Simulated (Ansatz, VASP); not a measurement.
## Two plane-wave programs on Be

```
CELL_PARAMETERS angstrom
2.28267 0.00000 0.00000
-1.14133 1.97685 0.00000
0.00000 0.00000 3.58294
ATOMIC_POSITIONS crystal
Be 0.33333 0.66667 0.25000
Be 0.66667 0.33333 0.75000
```

Alike in both runs: functional revPBE; k mesh 16 × 16 × 9; occupations fermi-dirac, width 0.1 eV; no spin polarisation.

Ansatz relaxed the structure, and its values are those at the end. VASP's run is a single point on that final structure, the one shown.

|  | VASP | Ansatz |
| --- | --- | --- |
| version | VASP 6.6.1 | Ansatz 0.2.0 |
| potentials or method | VASP PAW PBE potentials, release 64 (Be) | plane waves (420 eV) with PAW, scalar-relativistic |
| plane-wave cutoff (eV) | 520 | 420 |
| valence electrons in the cell | 4 | 4 |

|  | VASP | Ansatz | Ansatz less VASP |
| --- | --- | --- | --- |
| pressure (GPa) | 0.0 | 0.0 | -0.04 |

Caveats: the PAW data sets were made with another functional, which shifts forces and pressure a little (VASP).
